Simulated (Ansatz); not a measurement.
# PbSe (Clausthalite) (Fm-3m) in Ansatz: convergence with ecutrho ratio

Aim: find how far ecutrho ratio must go before the results for PbSe (Clausthalite) settle, at PBE. This setting moves, with any that are tied to it; all else stays.

Everything below comes from runs of Ansatz 0.2.0. Logs are shortened: lines on timing, memory, paths and dates and some standing lists are left out, and cuts for length are marked.

## Step 1: The crystal as given

Symmetry: Fm-3m, No. 225, cubic system. The conventional cell has a = 6.121 Å, b = 6.121 Å, c = 6.121 Å, α = 90.00°, β = 90.00°, γ = 90.00°. Pb (site symmetry m-3m) has 6 Se at 3.06 Å as nearest neighbours. Se (site symmetry m-3m) has 6 Pb at 3.06 Å as nearest neighbours.

## Step 2: With ecutrho ratio 4

input.yaml

```yaml
crystal:
  lattice:
    - [0.0, 3.06065, 3.06065]
    - [3.06065, 0.0, 3.06065]
    - [3.06065, 3.06065, 0.0]
  atoms:
    - { symbol: Pb, position: [0.0, 0.0, 0.0] }
    - { symbol: Se, position: [0.5, 0.5, 0.5] }
hamiltonian:
  xc: pbe
  pseudopotentials: { kind: paw }
kpoints:
  mp_grid: { grid: [6, 6, 6] }
scf:
  occupations: { method: fermi_dirac, width: 0.05 }
output:
  forces: true
  stress: true
  eigenvalues: true
basis:
  ecutrho_ratio: 4
```

Potentials or basis: Ansatz PAW.

Command:

```sh
$ ansatz run input.yaml --threads 2 --pin off --max-ram 5632MiB --backend cpu --events-out ev --progress --plain --runs-dir out
```

Log:

```text
Warning: RAYON_NUM_THREADS=2 ignored (pool sized by the plan → 2); use --threads N
Engine: ansatz 0.2.0, aarch64-unknown-linux-gnu
Pseudopotentials: kind: paw
Pseudopotential: Pb, paw, valence charge 14, recommended cutoff 420 eV (normal), Pb.paw.azcp
Pseudopotential: Se, paw, valence charge 16, recommended cutoff 420 eV (normal), Se.paw.azcp
Functional definition: PBE
  parameter kappa = 0.804
  parameter beta = 0.06672455060314922
  exchange = pbe_x(kappa = kappa, mu = beta*pi^2/3)
  correlation = pbe_c(beta = beta)
Crystal: 2 atoms, lattice volume = 57.342 Å³
Basis set: ecut = 420 eV, 1139 PW (Γ), exchange–correlation on 60×60×60 points (8 copies of the dense FFT grid, shifted against one another)
Bands: 19, of which v1, the nominal top of the filled ones, is band 15 counted from 1 (14 counted from 0)
Symmetry: 48 space group operations
Space group: Fm-3m (ITA 225), of the structure as read, at distance tolerance 3.9e-5 Å
k-points: 16 of 216
Non-local potential: Pb, projectors of the file, l = 0: 2, l = 1: 2, l = 2: 2, l = 3: 2
Non-local potential: Se, projectors of the file, l = 0: 2, l = 1: 2, l = 2: 3, l = 3: 1
PAW form: soft (Blöchl's): semilocal exchange-correlation on the pseudo side does not see the compensation charge
PAW one-centre angular grid: Pb, 590 points (default); XC on 64 Gauss nodes
PAW one-centre angular grid: Se, 590 points (default); XC on 64 Gauss nodes
Initial density: superposition of atomic densities (neutral atoms: chi_scale 0, normalization atom), corrected by the library's trained network
Initial wavefunctions: pseudopotential atomic-orbital guess
Functional: x = pbe(κ = 0.804, μ = 0.2195149727645171), c = pbe(β = 0.06672455060314922)
SCF iter   1: F=—  HF=-17376.607168 eV  |F-HF|=—  |Δ(HF+E_count)|=         —  Δρ=5.00e-4  dr2=1.31e-4  ethr=1.77e-3  ⟨swp⟩=6.1  Hψ=1478  notcnv=0
preconditioner: auto → none  [insulator: Δε(μ)=0.288 eV  Ē_g=15.328 eV  σ=0.050 eV  W_gap=0.89  n_scr=14 (ndim 8)  ℏωp=21.9 eV  f_vac=0.019  D(μ)=0.07/eV (n_scr^D=0)  ε∞_Penn≈3.0]
SCF iter   2: F=—  HF=-17376.606174 eV  |F-HF|=—  |Δ(HF+E_count)|=   9.94e-4  Δρ=3.58e-4  dr2=4.39e-5  ethr=4.36e-7  ⟨swp⟩=2.5  Hψ=689  notcnv=0
SCF iter   3: F=—  HF=-17376.606178 eV  |F-HF|=—  |Δ(HF+E_count)|=   3.88e-6  Δρ=1.92e-4  dr2=9.50e-6  ethr=1.46e-7  ⟨swp⟩=2.8  Hψ=614  notcnv=0
SCF iter   4: F=—  HF=-17376.606198 eV  |F-HF|=—  |Δ(HF+E_count)|=   2.00e-5  Δρ=4.61e-5  dr2=1.54e-6  ethr=3.17e-8  ⟨swp⟩=2.0  Hψ=545  notcnv=0
SCF iter   5: F=—  HF=-17376.606198 eV  |F-HF|=—  |Δ(HF+E_count)|=   4.93e-7  Δρ=3.21e-5  dr2=6.48e-7  ethr=5.13e-9  ⟨swp⟩=2.9  Hψ=482  notcnv=0
SCF iter   6: F=-17376.606197 eV  HF=-17376.606197 eV  |F-HF|=7.82e-8  |Δ(HF+E_count)|=   3.48e-7  Δρ=1.02e-5  dr2=6.18e-8  ethr=3.33e-10  ⟨swp⟩=3.1  Hψ=1410  notcnv=0
SCF 1 converged in 6 iterations: F = -17376.606197 eV  dr2 = 6.18e-8
SCF converged after 6 iterations
Free energy (F): -17376.606197 eV
Harris-Foulkes:  -17376.606197 eV  (|F-HF|=7.82e-8)
Internal energy: -17376.605427 eV  (E = F + TS)
E sigma→0 (E₀):  -17376.605812 eV
Entropy (-TS):   -0.000771 eV (-0.385 meV/atom)
Fermi energy:    9.175151 eV
--- Per-component energies (eV) ---
  E_band       = -425.205770
  E_kinetic    = 406.243062
  E_local      = -3527.423418  (includes V_loc(G=0)·N_el)
  E_nonlocal   = -245.928404
  E_hartree    = 1642.732513
  E_xc         = -325.827475
  E_vxc        = -231.542471  (∫ρ·V_xc dr)
  E_paw        = -12314.693944  (= ΣΔE_a)
  E_vpaw       = -112.005323  (= ΣTr[D̂ρ^β])
  E_aug_tail   = -0.000502  (compensation charges beyond the density's cutoff)
  E_ewald      = -3011.707258
  E_smearing   = -0.000771  (= −TS)
  E_closure    = -0.000000  (closes the sum)
  Σ components = -17376.606197   (vs F -17376.606197, Δ=0.00e0)
--- Forces (eV/Å), atoms counted from 1 ---
  atom   1  Pb    -0.00000000     0.00000000     0.00000000
  atom   2  Se     0.00000000     0.00000000     0.00000000
  max |Σ_I F_I| component: 2.50e-29 eV/Å
--- Stress (GPa, compression-positive) ---
        2.367318       0.000000      -0.000000
       -0.000000       2.367318       0.000000
        0.000000       0.000000       2.367318
  P = ⅓ Tr σ = 2.3673 GPa (23.673 kbar)
--- Band table (eV; the first three rows and the last of 16) ---
  k-point 0: bands = ["-38.2011", "-38.2011", "-38.1987", "-38.1987", "-38.1987", "-7.8146", "-7.8146", "-7.8146", "-7.8108", "-7.8108", "-4.5715", "2.7316", "7.1445", "7.1445", "7.1445", "13.7410", "13.7410", "13.7410", "15.5499"]
  k-point 1: bands = ["-38.2010", "-38.2010", "-38.1987", "-38.1987", "-38.1987", "-7.8178", "-7.8178", "-7.8136", "-7.8055", "-7.8055", "-4.3648", "2.0733", "7.2173", "7.2173", "7.5978", "12.1609", "12.6900", "12.6900", "15.3517"]
  k-point 2: bands = ["-38.2010", "-38.2010", "-38.1987", "-38.1987", "-38.1987", "-7.8300", "-7.8300", "-7.8121", "-7.7892", "-7.7892", "-3.8525", "0.8659", "7.4138", "7.4138", "8.3560", "10.3722", "11.3102", "11.3102", "16.1180"]
  k-point 15: bands = ["-38.2011", "-38.2010", "-38.1987", "-38.1986", "-38.1986", "-7.9130", "-7.8176", "-7.8052", "-7.7863", "-7.7699", "-3.1176", "1.1593", "4.3983", "5.2494", "7.3916", "11.9834", "13.4044", "14.5154", "15.5841"]
```

Run time: 0.73 s. Hardware: 2 threads of Arm Neoverse V1, shared host; peak memory 0.3 GiB.

Results:

* Free energy: -17376.6062 eV
* Pressure: 2.4 GPa
* Band gap on the k mesh: 0.29 eV, direct

## Step 3: With ecutrho ratio 5

Changes to input.yaml since step 2:

```diff
@@ -20,2 +20,2 @@
 basis:
-  ecutrho_ratio: 4
+  ecutrho_ratio: 5
```

Potentials or basis: Ansatz PAW.

Command:

```sh
$ ansatz run input.yaml --threads 2 --pin off --max-ram 5632MiB --backend cpu --events-out ev --progress --plain --runs-dir out
```

Wall time 0.77 s (2 threads of Arm Neoverse V1, shared host); peak memory 0.32 GiB.

What came out:

- Free energy: -17376.6062 eV
- Pressure: 2.4 GPa
- Band gap on the k mesh: 0.29 eV, direct

## Step 4: With ecutrho ratio 6

Changes to input.yaml since step 3:

```diff
@@ -20,2 +20,2 @@
 basis:
-  ecutrho_ratio: 5
+  ecutrho_ratio: 6
```

Command:

```sh
$ ansatz run input.yaml --threads 2 --pin off --max-ram 5632MiB --backend cpu --events-out ev --progress --plain --runs-dir out
```

Run time: 0.78 s. Hardware: 2 threads of Arm Neoverse V1, shared host; peak memory 0.32 GiB.

Results:

```
Free energy            : -17376.6062 eV
Pressure               : 2.4 GPa
Band gap on the k mesh : 0.29 eV, direct
```

## Step 5: With ecutrho ratio 8

Changes to input.yaml since step 4:

```diff
@@ -20,2 +20,2 @@
 basis:
-  ecutrho_ratio: 6
+  ecutrho_ratio: 8
```

Command:

```sh
$ ansatz run input.yaml --threads 2 --pin off --max-ram 5632MiB --backend cpu --events-out ev --progress --plain --runs-dir out
```

Run time: 0.87 s. Hardware: 2 threads of Arm Neoverse V1, shared host; peak memory 0.36 GiB.

It converged, with:

| Property | Result |
| --- | --- |
| Free energy | -17376.6062 eV |
| Pressure | 2.4 GPa |
| Band gap on the k mesh | 0.29 eV, direct |

## Step 6: With ecutrho ratio 10

Changes to input.yaml since step 5:

```diff
@@ -20,2 +20,2 @@
 basis:
-  ecutrho_ratio: 8
+  ecutrho_ratio: 10
```

Potentials or basis: Ansatz PAW.

Command:

```sh
$ ansatz run input.yaml --threads 2 --pin off --max-ram 5632MiB --backend cpu --events-out ev --progress --plain --runs-dir out
```

Wall time 0.91 s (2 threads of Arm Neoverse V1, shared host); peak memory 0.38 GiB.

It converged, with:

| Quantity | Value |
| --- | --- |
| Free energy | -17376.6062 eV |
| Pressure | 2.4 GPa |
| Band gap on the k mesh | 0.29 eV, direct |

## Step 7: With ecutrho ratio 12

Changes to input.yaml since step 6:

```diff
@@ -20,2 +20,2 @@
 basis:
-  ecutrho_ratio: 10
+  ecutrho_ratio: 12
```

Command:

```sh
$ ansatz run input.yaml --threads 2 --pin off --max-ram 5632MiB --backend cpu --events-out ev --progress --plain --runs-dir out
```

Run time: 1 s. Hardware: 2 threads of Arm Neoverse V1, shared host; peak memory 0.42 GiB.

Results (log left out):

```
Free energy            : -17376.6062 eV
Pressure               : 2.4 GPa
Band gap on the k mesh : 0.29 eV, direct
```

## Step 8: Summary

```tsv
ecutrho ratio	energy less the tightest run, at zero smearing (meV/atom)	SCF cycles	CPU time (s)	peak memory (GiB)
4	-0.01	6	1.3	0.3
5	0.00	6	1.4	0.32
6	0.00	6	1.4	0.32
8	0.00	6	1.6	0.36
10	0.00	6	1.7	0.38
12	0.00	6	1.9	0.42
```

Against the tightest run, the energy stays within 1 meV/atom from 4 on. The tightest run that finished is the yardstick and may itself not be fully converged.

Caveats: spin-orbit coupling is left out, which as a rule narrows the gap of such compounds by several tenths of an eV.
